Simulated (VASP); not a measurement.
Runs of VASP 6.6.1 on PbS (Galena). It takes space group Fm-3m (No. 225, cubic). The conventional cell has a = 5.931 Å, b = 5.931 Å, c = 5.931 Å, α = 90.00°, β = 90.00°, γ = 90.00°. Around Pb (site symmetry m-3m) lie 6 S at 2.97 Å. S (site symmetry m-3m) is surrounded by 6 Pb at 2.97 Å. 

```tsv
task	cell	gap on the mesh (eV)	pressure (GPa)
relaxation of the atoms	atoms relaxed from: a relaxed cell with its volume scaled by 0.98	(a)	1.2
relaxation of cell and atoms	relaxed	0.37	0.0
relaxation of the atoms	atoms relaxed from: a relaxed cell with its volume scaled by 1.02	0.44	-1.1
relaxation of the atoms	atoms relaxed	0.37	0.0
```

Alike in all rows: level PBE+D3(BJ); potentials or basis VASP PAW PBE potentials, release 64 (Pb_d, S); no spin polarisation; k mesh 8 × 8 × 8; cutoff (eV) 600; smearing gaussian 0.03 eV.

Task: Estimate the missing entries.

Result: (a) 0.29.

Caveats: spin-orbit coupling is left out, which as a rule narrows the gap of such compounds by several tenths of an eV; the relaxation stopped at its first step, so nothing moved (some runs).

A k mesh can miss the band edges, and the runs leave out spin-orbit coupling on Pb.
